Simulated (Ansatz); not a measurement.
A run of Ansatz 0.2.0 is set up as follows.

File input.yaml:

```yaml
crystal:
  lattice:
    - [3.653659, 0.0, 0.0]
    - [0.0, 3.653659, 0.0]
    - [0.0, 0.0, 3.653659]
  atoms:
    - { symbol: Pb, position: [0.0, 0.0, 0.0] }
    - { symbol: S, position: [0.5, 0.5, 0.5] }
hamiltonian:
  xc: pbesol
  pseudopotentials: { kind: paw }
kpoints:
  mp_grid: { grid: [7, 7, 7] }
  band_path:
    path:
      - [[0.0, 0.0, 0.0], [0.0, 0.5, 0.0], [0.5, 0.5, 0.0], [0.0, 0.0, 0.0], [0.5, 0.5, 0.5], [0.0, 0.5, 0.0]]
      - [[0.5, 0.5, 0.0], [0.5, 0.5, 0.5]]
    npoints: 14
scf:
  occupations: { method: fermi_dirac, width: 0.05 }
  n_extra_bands: 6
output:
  forces: true
  stress: true
  eigenvalues: true
  fatbands: false
```

Potentials or basis: Ansatz PAW.

Launch:

```bash
$ ansatz run input.yaml --threads 2 --pin off --max-ram 5632MiB --backend cpu --events-out ev --progress --plain --runs-dir out
```

Problem. Estimate the band gap on the k mesh.

Solution. None (metal or under the smearing width).

Problem. Estimate the pressure.

Solution. -3.5 GPa.

Levels at the corners of the path, in eV from the Fermi level:
| point | band 6 | band 7 | band 8 | band 9 | band 10 | band 11 | band 12 | band 13 | band 14 | band 15 |
| --- | --- | --- | --- | --- | --- | --- | --- | --- | --- | --- |
| Γ | -13.06 | -6.65 | -1.52 | -1.52 | -1.52 | 5.45 | 5.45 | 6.58 | 6.58 | 6.58 |
| X | -11.75 | -8.94 | -0.39 | -0.39 | -0.03 | 0.33 | 3.97 | 3.97 | 6.66 | 9.23 |
| M | -10.98 | -7.18 | -4.40 | -4.40 | -0.19 | 4.24 | 4.24 | 5.97 | 7.15 | 9.45 |
| Γ | -13.06 | -6.65 | -1.52 | -1.52 | -1.52 | 5.45 | 5.45 | 6.58 | 6.58 | 6.58 |
| R | -10.75 | -5.88 | -2.32 | -2.32 | -2.32 | -0.46 | -0.46 | -0.46 | 13.68 | 13.68 |
| X | -11.75 | -8.94 | -0.39 | -0.39 | -0.03 | 0.33 | 3.97 | 3.97 | 6.66 | 9.23 |
| M | -10.98 | -7.18 | -4.40 | -4.40 | -0.19 | 4.24 | 4.24 | 5.97 | 7.15 | 9.45 |
| R | -10.75 | -5.88 | -2.32 | -2.32 | -2.32 | -0.46 | -0.46 | -0.46 | 13.68 | 13.68 |

Caveat: spin-orbit coupling is left out, which moves the levels of the heavy elements; the PAW data sets come from PBE, with cores solved anew for the run's functional, which leaves a small shift of forces and pressure.
